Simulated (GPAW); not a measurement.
# Pb (P-1) in GPAW: reference runs

How does Pb come out in PBE? The cell is run as given.

Everything below comes from runs of GPAW 26.7.0. Logs are shortened: lines on timing, memory, paths and dates and some standing lists are left out, and cuts for length are marked. The log counts tension as positive stress, the text compression.

## 1. The cell of the first run

The typed cell holds 1 atom: a = 3.476 Å, b = 3.523 Å, c = 3.499 Å, α = 59.64°, β = 59.57°, γ = 60.06°.

## 2. Single point, PBE (cell sheared at random, sigma 0.01, atoms nudged by 0.01 Å)

Input file run.py:

```python
from ase import Atoms
from ase.dft.bandgap import bandgap
from ase.io import write
from ase.units import Bohr, GPa
from gpaw import GPAW, PW
from gpaw.elf import elf_from_dft_calculation

atoms = Atoms(['Pb'],
              cell=[[0.01933363, 2.46286993, 2.45281136],
                    [2.50285714, -0.00674656, 2.47889155],
                    [2.4813249, 2.46741788, 0.01478568]],
              scaled_positions=[[0.0, 0.0, 0.0]],
              pbc=True)

calc = GPAW(mode=PW(600),
            xc='PBE',
            kpts={'size': (9, 9, 9), 'gamma': True},
            occupations={'name': 'fermi-dirac', 'width': 0.05},
            nbands=14,
            convergence={'density': 1e-05, 'energy': 1e-05},
            maxiter=150,
            txt='gpaw.txt')
atoms.calc = calc
energy = atoms.get_potential_energy()
forces = atoms.get_forces()
stress = atoms.get_stress()
calc.write('gs.gpw')
write('result.traj', atoms)
print(f'Energy: {energy:.6f} eV')
print('Forces (eV/A):')
print(forces.round(4))
print('Stress (GPa):', (stress / GPa).round(3))
print('Fermi level:', round(calc.get_fermi_level(), 4), 'eV')
print(f'Gap: {bandgap(calc)[0]:.4f} eV, direct: {bandgap(calc, direct=True)[0]:.4f} eV')

# fields on the real-space grid
write('density.cube', atoms, data=calc.get_pseudo_density() * Bohr**3)
write('potential.cube', atoms, data=calc.get_electrostatic_potential())
write('elf.cube', atoms, data=elf_from_dft_calculation(calc).data)
```

Potentials or basis: GPAW PAW data sets (gpaw-data 1.2.1), pw.

Run with:

```sh
OMP_NUM_THREADS=1 python run.py
```

gpaw.txt:

```text
__  _  _
 | _ |_)|_||  |
 |__||  | ||/\| - 26.7.0

Input parameters:
  mode=PW(ecut=600.0),
  convergence={'density': 1e-05, 'energy': 1e-05},
  kpts=MonkhorstPack(size=(9, 9, 9), gamma=True),
  maxiter=150,
  nbands=14,
  occupations=Occupations(name='fermi-dirac', width=0.05),
  xc=XC(name='PBE')

Diagonalizing LCAO Hamiltonian
Converting LCAO to pw mode

       Pb

Atoms  # Å, Bohr magnetons
|   | symbol |        x |        y |        z |    initial magnetic moments |
|---|--------|----------|----------|----------|-----------------------------|
| 0 |     Pb | 0.000000 | 0.000000 | 0.000000 | ( 0.0000,  0.0000,  0.0000) |

Unit cell  # Å
| periodic |        x |         y |        z |  lengths |    angles |
|----------|----------|-----------|----------|----------|-----------|
|      yes | 0.019334 |  2.462870 | 2.452811 | 3.475973 | 59.640307 |
|      yes | 2.502857 | -0.006747 | 2.478892 | 3.522676 | 59.567331 |
|      yes | 2.481325 |  2.467418 | 0.014786 | 3.499335 | 60.055825 |

Number of symmetries: 2
Symmetry operations  # r_c * U_cc + t_c -> r_c
|   | kind |            matrix            |
|---|------|------------------------------|
| 0 |  E   |  1, 0, 0,  0, 1, 0,  0, 0, 1 |
| 1 |  i   | -1, 0, 0,  0,-1, 0,  0, 0,-1 |

BZ-sampling:
  Number of BZ points: 729
  Number of IBZ points: 365

  Monkhorst-Pack size: [9, 9, 9]
  Monkhorst-Pack shift: [0, 0, 0]

K-points  # in reciprocal-cell coordinates
|     |                                coordinates |     weight |
|-----|--------------------------------------------|------------|
|   0 | (  0.00000000,   0.00000000,   0.00000000) | 0.00137174 |
|   1 | (  0.00000000,   0.00000000,   0.11111111) | 0.00274348 |
|   2 | (  0.00000000,   0.00000000,   0.22222222) | 0.00274348 |
|   3 | (  0.00000000,   0.00000000,   0.33333333) | 0.00274348 |
|   4 | (  0.00000000,   0.00000000,   0.44444444) | 0.00274348 |
|   5 | (  0.00000000,   0.11111111,  -0.44444444) | 0.00274348 |
|   6 | (  0.00000000,   0.11111111,  -0.33333333) | 0.00274348 |
|   7 | (  0.00000000,   0.11111111,  -0.22222222) | 0.00274348 |
|   8 | (  0.00000000,   0.11111111,  -0.11111111) | 0.00274348 |
|   9 | (  0.00000000,   0.11111111,   0.00000000) | 0.00274348 |
| ... |                                            |            |
| 364 | (  0.44444444,   0.44444444,   0.44444444) | 0.00274348 |

Plane wave coefficients: 1020
Cutoff: 600.0 eV

Spin-components: 1 (collinear spins)
Bands:           14
Projectors:      6
Spin-degeneracy: 2
Datatype:        complex128

Parallelization:
  kpt:    1
  domain: 1
  band:   1

Density:
  Valence electrons: 14.0
  Components: 1
  Grid points: [20 20 20]
  Charge: 0.0  # |e|

Potential:
  Grid points: [20 20 20]

species:
  Pb:
    name:    Lead
    Z:       82.0
    valence: 14
    core:    68
    charge:  0.0  # [|e|]
    compensation charges:
      type: gauss
      rc: 0.38  # [Å]
      lmax: 2
    cutoffs:
      filter: 2.36  # [Å]
      core: 2.43  # [Å]
    projectors
    | kind |    occ | energy [eV] | rcut [Å] |
    |------|--------|-------------|----------|
    |   6s |  2.000 |     -11.969 |    1.259 |
    |   6p |  2.000 |      -3.506 |    1.275 |
    |   5d | 10.000 |     -21.211 |    1.217 |
    |    s |        |      15.243 |    1.259 |
    |    p |        |      23.705 |    1.275 |
    |    d |        |       6.001 |    1.217 |

    Using partial waves for Pb as LCAO basis

Reference energy: -567274.463364  # eV

eigensolver:
  PPCG
  Converge bands: occupied
  niter=2

density mixing:
  MSR1-Mixer
  Pratt-step length: 0.05
  Maximum mixing coefficient: 0.75
  Old densities: 10
  SVD Regularization: 0.005
  Good broyden scale: 1.0
  Trust region scale: 1.0
  Backstep threshold: 4.0
  History deletion threshold: 6.0
  Fourier metric: weight=20.0, sigma=0.015

occupation numbers:
  Fermi-Dirac:
    width: 0.0500  # eV

poisson solver:
  ecut: 4800.0  # eV

xc functional:
  name: PBE with 2 nearest neighbor stencil

convergence criteria:
- Maximum integral of absolute [dens]ity change: 1e-05 electrons / valence electron
- Maximum [total energy] change in last 3 cyles: 1e-05 eV / valence electron
- Maximum integral of absolute [eigenst]ate change: 4e-08 eV^2 / valence electron
maximum number of iterations: 150

SCF iterations
|iter     | |      energy | eigst |  dens |
|---------|-|-------------|-------|-------|
|iter:   1| |   -3.832527 | -0.28 |       |
|iter:   2| |   -3.832055 | -2.30 | -1.78 |
|iter:   3| |   -3.819255 | -2.51 | -1.82 |
|iter:   4| |   -3.819294 | -3.48 | -2.34 |
|iter:   5| |   -3.819396 | -4.25 | -2.76 |
|iter:   6| |   -3.819398c| -6.20 | -3.85 |
|iter:   7| |   -3.819399c| -6.76 | -4.31 |
|iter:   8| |   -3.819399c| -7.95c| -5.09c|

Converged in 8 steps
Energy contributions relative to reference atoms: (reference = -567274.463364)

Energy contributions:
  Kinetic:           9.297929
  Coulomb:          -9.215433
  Zero:              0.007066
  External:          0.000000
  Xc:               -3.907379
  Entropy:          -0.003162
  Spinorbit:         0.000000
  ----------------------------
  Free energy:      -3.820979
  Extrapolated:     -3.819399

dipole moment: (-21.137514, -20.799659, -20.896601)  # |e|*Ang

Fermi level: 7.541
Eigenvalues  # (at kpt = [0.000, 0.000, 0.000])
| band index |      eig [eV] | occ [0-2] |
|------------|---------------|-----------|
|          0 |        -9.390 |     2.000 |
|          1 |        -9.380 |     2.000 |
|          2 |        -9.368 |     2.000 |
|          3 |        -9.240 |     2.000 |
|          4 |        -9.232 |     2.000 |
|          5 |        -4.047 |     2.000 |
|          6 |        14.933 |     0.000 |
|          7 |        15.125 |     0.000 |
|          8 |        15.324 |     0.000 |
|          9 |        17.547 |     0.000 |
|         10 |        19.151 |     0.000 |
|         11 |        20.017 |     0.000 |
|         12 |        20.262 |     0.000 |
|         13 |        20.425 |     0.000 |

No gap
No difference between direct/indirect transitions

Forces  # eV/Ang
|       x |       y |       z |
|---------|---------|---------|
| 0.00000 | 0.00000 | 0.00000 |  # Pb   0

Stress tensor  # eV/Ang^3
|         x |         y |         z |
|-----------|-----------|-----------|
| -0.013922 | -0.000290 |  0.003591 |
| -0.000290 | -0.014869 | -0.000993 |
|  0.003591 | -0.000993 | -0.015321 |

# Writing to gs.gpw (mode='')
```

Wall time 47 s (1 thread of Arm Neoverse V2, shared host); peak memory 0.27 GiB.

What came out:

| Item | Value |
| --- | --- |
| Free energy | -3.8210 eV |
| Pressure | 2.4 GPa |
| Band gap on the k mesh | none (metal or under the smearing width) |

Spin-orbit coupling is left out, which matters for the levels of Pb.
